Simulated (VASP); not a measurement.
**VASP 6.6.1, LDA single-point calculation, GaP (CsCl)**

INCAR

```
NBANDS = 16
PREC = Accurate
LREAL = .FALSE.
LCHARG = .TRUE.
SIGMA = 0.02
LELF = .TRUE.
LASPH = .TRUE.
ISIF = 2
ISMEAR = -1
ENCUT = 520
NELM = 120
GGA = CA
EDIFF = 1E-7
NSW = 0
IBRION = -1
LWAVE = .FALSE.
```

KPOINTS

```
KPOINTS created by Atomic Simulation Environment
0
Gamma
8 8 8
0 0 0
```

KPOINTS_OPT

```
special points
6
Reciprocal
0.0000000000 0.0000000000 0.0000000000 1
0.0000000000 0.5000000000 0.0000000000 1
0.5000000000 0.5000000000 0.0000000000 1
0.5000000000 0.5000000000 0.5000000000 1
0.0000000000 0.1250000000 -0.5000000000 1
0.5000000000 0.5000000000 0.4000000000 1
```

POSCAR

```
Ga P
 1.0000000000000000
     3.1864348745051778    0.0000000000000000    0.0000000000000000
    -0.0000000000000000    3.1864348745051778    0.0000000000000000
     0.0000000000000000    0.0000000000000000    3.1864348745051778
 Ga  P
   1   1
Cartesian
  0.0000000000000000  0.0000000000000000  0.0000000000000000
  1.5932174372525889  1.5932174372525889  1.5932174372525889
```

VASP ran with the recommended LDA PAW datasets (18 valence electrons in the cell).

Command

```
mpirun -np 1 vasp_std
```

OSZICAR

```
N       E                     dE             d eps       ncg     rms          rms(c)
DAV:   1     0.675829280388E+02    0.67583E+02   -0.91522E+03  1224   0.175E+03
DAV:   2    -0.467755442193E+01   -0.72260E+02   -0.68833E+02  1248   0.285E+02
DAV:   3    -0.909568843956E+01   -0.44181E+01   -0.43968E+01  1432   0.562E+01
DAV:   4    -0.914945894139E+01   -0.53771E-01   -0.53756E-01  1344   0.637E+00
DAV:   5    -0.915044304749E+01   -0.98411E-03   -0.98390E-03  1496   0.808E-01    0.341E+00
DAV:   6    -0.906785058579E+01    0.82592E-01   -0.11476E-01  1536   0.713E+00    0.199E+00
DAV:   7    -0.905340731521E+01    0.14443E-01   -0.23116E-02  1704   0.152E+00    0.595E-01
DAV:   8    -0.905175000277E+01    0.16573E-02   -0.32055E-03  1408   0.759E-01    0.542E-02
DAV:   9    -0.905173475622E+01    0.15247E-04   -0.23239E-04  1640   0.206E-01    0.447E-02
DAV:  10    -0.905173474295E+01    0.13269E-07   -0.78414E-06  1304   0.270E-02    0.362E-02
DAV:  11    -0.905173345669E+01    0.12863E-05   -0.38204E-06  1496   0.335E-02    0.443E-03
DAV:  12    -0.905173345954E+01   -0.28476E-08   -0.16446E-07  1176   0.302E-03
   1 F= -.90517335E+01 E0= -.90507493E+01  d E =-.196833E-02
       N       E                     dE             ncg
DAV:   1     0.678327301801E+03   -0.35079E+04      200
DAV:   2     0.221251950777E+03   -0.45708E+03      208
DAV:   3     0.188335280908E+03   -0.32917E+02      256
DAV:   4     0.187930054345E+03   -0.40523E+00      256
DAV:   5     0.187923522332E+03   -0.65320E-02      272
DAV:   6     0.187923305872E+03   -0.21646E-03      272
DAV:   7     0.187923303495E+03   -0.23767E-05      280
DAV:   8     0.187923303359E+03   -0.13652E-06      184
DAV:   9     0.187923303358E+03   -0.10229E-08      208
```

From OUTCAR

```
k-points           NKPTS =     35   k-points in BZ     NKDIM =     35   number of bands    NBANDS=     16

   NELECT =      18.0000    total number of electrons

   dimension x,y,z NGX =    24 NGY =   24 NGZ =   24
   dimension x,y,z NGXF=    48 NGYF=   48 NGZF=   48

  energy-cutoff  :      520.00
  volume of cell :       32.35
      direct lattice vectors                 reciprocal lattice vectors
     3.186434875  0.000000000  0.000000000     0.313830359  0.000000000  0.000000000
     0.000000000  3.186434875  0.000000000     0.000000000  0.313830359  0.000000000
     0.000000000  0.000000000  3.186434875     0.000000000  0.000000000  0.313830359

 k-points in reciprocal lattice and weights: KPOINTS created by Atomic Simulation Env
   0.00000000  0.00000000  0.00000000       0.002
   0.12500000  0.00000000  0.00000000       0.012
   0.25000000  0.00000000  0.00000000       0.012
   0.37500000  0.00000000  0.00000000       0.012
   0.50000000  0.00000000  0.00000000       0.006
   0.12500000  0.12500000  0.00000000       0.023
   0.25000000  0.12500000  0.00000000       0.047
   0.37500000  0.12500000  0.00000000       0.047
   ...

 E-fermi :   7.4890

 k-point     1 :       0.0000    0.0000    0.0000
  band No.  band energies     occupation
      1      -7.6599      2.00000
      2      -7.6599      2.00000
      3      -7.5064      2.00000
      4      -7.5064      2.00000
      5      -7.5064      2.00000
      6      -6.5145      2.00000
      7       6.3175      2.00000
      8       6.5504      2.00000
      9       6.5504      2.00000
     10       6.5504      2.00000
     11      11.7699      0.00000
     12      11.7699      0.00000
     13      18.0268      0.00000
     14      18.0268      0.00000
     15      18.0268      0.00000
     16      21.4143      0.00000

 k-point     2 :       0.1250    0.0000    0.0000
  band No.  band energies     occupation
      1      -7.6575      2.00000
      2      -7.6423      2.00000
      3      -7.5155      2.00000
      4      -7.5155      2.00000
      5      -7.5053      2.00000
      6      -6.3039      2.00000
      7       4.1635      2.00000
      8       6.7496      2.00000
      9       6.7496      2.00000
     10       7.7585      0.00000
     11      11.9566      0.00000
     12      13.1533      0.00000
     13      16.8876      0.00000
     14      16.8876      0.00000
     15      17.2326      0.00000
     16      21.5325      0.00000

 k-point     3 :       0.2500    0.0000    0.0000
  band No.  band energies     occupation
      1      -7.6517      2.00000
      2      -7.6019      2.00000
      3      -7.5376      2.00000
      4      -7.5376      2.00000
      5      -7.5029      2.00000
      6      -5.6834      2.00000
      7       1.7043      2.00000
      8       7.3172      1.99963
      9       7.3172      1.99963
     10       8.6263      0.00000
     11      12.4995      0.00000
     12      14.3636      0.00000
     13      14.8735      0.00000
     14      14.8735      0.00000
     15      17.4309      0.00000
     16      20.1583      0.00000

 k-point     4 :       0.3750    0.0000    0.0000
  band No.  band energies     occupation
      1      -7.6459      2.00000
      2      -7.5631      2.00000
      3      -7.5594      2.00000
      4      -7.5594      2.00000
      5      -7.5005      2.00000
      6      -4.7339      2.00000
      7      -0.4263      2.00000
      8       8.1129      0.00000
      9       8.1129      0.00000
     10       9.6747      0.00000
     11      12.7625      0.00000
     12      13.0699      0.00000
     13      13.0699      0.00000
     14      13.2966      0.00000
     15      18.0481      0.00000
     16      20.9711      0.00000

 k-point     5 :       0.5000    0.0000    0.0000
  band No.  band energies     occupation
      1      -7.6435      2.00000
      2      -7.5683      2.00000
      3      -7.5683      2.00000
      4      -7.5473      2.00000
      5      -7.4995      2.00000
      6      -4.0244      2.00000
      7      -1.5381      2.00000
      8       8.6035      0.00000
      9       8.6035      0.00000
     10      10.8607      0.00000
     11      11.2794      0.00000
     12      12.2292      0.00000
     13      12.2292      0.00000
     14      13.8248      0.00000
     15      17.0805      0.00000
     16      22.4114      0.00000

 k-point     6 :       0.1250    0.1250    0.0000
  band No.  band energies     occupation
      1      -7.6479      2.00000
      2      -7.6311      2.00000
      3      -7.5299      2.00000
      4      -7.5156      2.00000
      5      -7.5131      2.00000
      6      -6.0893      2.00000
      7       3.8909      2.00000
      8       5.2241      2.00000
      9       6.9433      2.00000
     10       8.9060      0.00000
     11      12.8166      0.00000
     12      13.7137      0.00000
     13      15.1132      0.00000
     14      16.3819      0.00000
     15      17.7093      0.00000
     16      20.1869      0.00000

 k-point     7 :       0.2500    0.1250    0.0000
  band No.  band energies     occupation
      1      -7.6396      2.00000
      2      -7.5915      2.00000
      3      -7.5606      2.00000
      4      -7.5361      2.00000
      5      -7.5114      2.00000
      6      -5.4628      2.00000
      7       1.8750      2.00000
      8       5.3477      2.00000
      9       7.4925      0.91356
     10       9.7764      0.00000
     11      12.4477      0.00000
     12      13.8645      0.00000
     13      14.8859      0.00000
     14      15.5484      0.00000
     15      17.7972      0.00000
     16      19.9490      0.00000

 k-point     8 :       0.3750    0.1250    0.0000
  band No.  band energies     occupation
      1      -7.6333      2.00000
      2      -7.5883      2.00000
      3      -7.5574      2.00000
      4      -7.5514      2.00000
      5      -7.5086      2.00000
      6      -4.5105      2.00000
      7      -0.2170      2.00000
      8       6.2122      2.00000
      9       8.2520      0.00000
     10       9.9581      0.00000
     11      11.3513      0.00000
     12      13.2583      0.00000
     13      14.3377      0.00000
     14      14.5304      0.00000
     15      19.3699      0.00000
     16      20.5050      0.00000

 k-point     9 :       0.5000    0.1250    0.0000
  band No.  band energies     occupation
      1      -7.6307      2.00000
      2      -7.5993      2.00000
      3      -7.5661      2.00000
      4      -7.5351      2.00000
      5      -7.5075      2.00000
      6      -3.8005      2.00000
      7      -1.3221      2.00000
      8       6.8853      2.00000
      9       8.7081      0.00000
     10       9.1401      0.00000
     11      11.9025      0.00000
     12      12.4814      0.00000
     13      13.3476      0.00000
     14      14.9248      0.00000
     15      18.5896      0.00000
     16      20.9620      0.00000

 k-point    10 :       0.2500    0.2500    0.0000
  band No.  band energies     occupation
      1      -7.6225      2.00000
      2      -7.6085      2.00000
      3      -7.5564      2.00000
      4      -7.5344      2.00000
      5      -7.5297      2.00000
      6      -4.8267      2.00000
      7       1.9879      2.00000
      8       3.3484      2.00000
      9       7.9816      0.00000
     10       9.5963      0.00000
     11      11.2385      0.00000
     12      14.6263      0.00000
     13      15.8169      0.00000
     14      16.0621      0.00000
     15      18.4833      0.00000
     16      18.5961      0.00000

 k-point    11 :       0.3750    0.2500    0.0000
  band No.  band energies     occupation
      1      -7.6514      2.00000
      2      -7.6113      2.00000
      3      -7.5526      2.00000
      4      -7.5281      2.00000
      5      -7.5155      2.00000
      6      -3.8734      2.00000
      7       0.3908      2.00000
      8       3.7801      2.00000
      9       7.6502      0.00063
     10       8.6275      0.00000
     11      12.0704      0.00000
     12      13.7645      0.00000
     13      15.0665      0.00000
     14      16.7719      0.00000
     15      18.4715      0.00000
     16      20.5943      0.00000

 k-point    12 :       0.5000    0.2500    0.0000
  band No.  band energies     occupation
      1      -7.6671      2.00000
      2      -7.6080      2.00000
      3      -7.5608      2.00000
      4      -7.5266      2.00000
      5      -7.4982      2.00000
      6      -3.1729      2.00000
      7      -0.6691      2.00000
      8       4.5263      2.00000
      9       6.4820      2.00000
     10       8.9857      0.00000
     11      12.9106      0.00000
     12      13.2258      0.00000
     13      14.0856      0.00000
     14      17.0103      0.00000
     15      18.9590      0.00000
     16      20.9407      0.00000

 ...

  Total       -0.8085312     -0.8085312     -0.8085312     -0.0000000     -0.0000000      0.0000000
  in kB      -40.0398278    -40.0398278    -40.0398278     -0.0000000     -0.0000000      0.0000000
  external PRESSURE =     -40.0398278 kB  Pullay stress =       0.0000000 kB

 POSITION                                       TOTAL-FORCE (eV/Angst)
 -----------------------------------------------------------------------------------
      0.00000      0.00000      0.00000         0.000000      0.000000      0.000000
      1.59322      1.59322      1.59322         0.000000      0.000000      0.000000
 -----------------------------------------------------------------------------------
    total drift:                               -0.000000      0.000000      0.000000

  FREE ENERGIE OF THE ION-ELECTRON SYSTEM (eV)
  ---------------------------------------------------
  free  energy   TOTEN  =        -9.0517334595 eV

  energy  without entropy=       -9.0497651316  energy(sigma->0) =       -9.05074930
```

| Item | Value |
| --- | --- |
| gap between bands v and c | -3.82 eV (bands overlap: a metal) |
| least direct gap | 0.00 eV |
| pressure | -4.0 GPa |

Band v is the last that the valence electrons fill when counted band by band, and c is the next.

The run took about 4.6 s on one core of a shared host (Intel Xeon 6975P-C) and held 0.14 GiB at most.
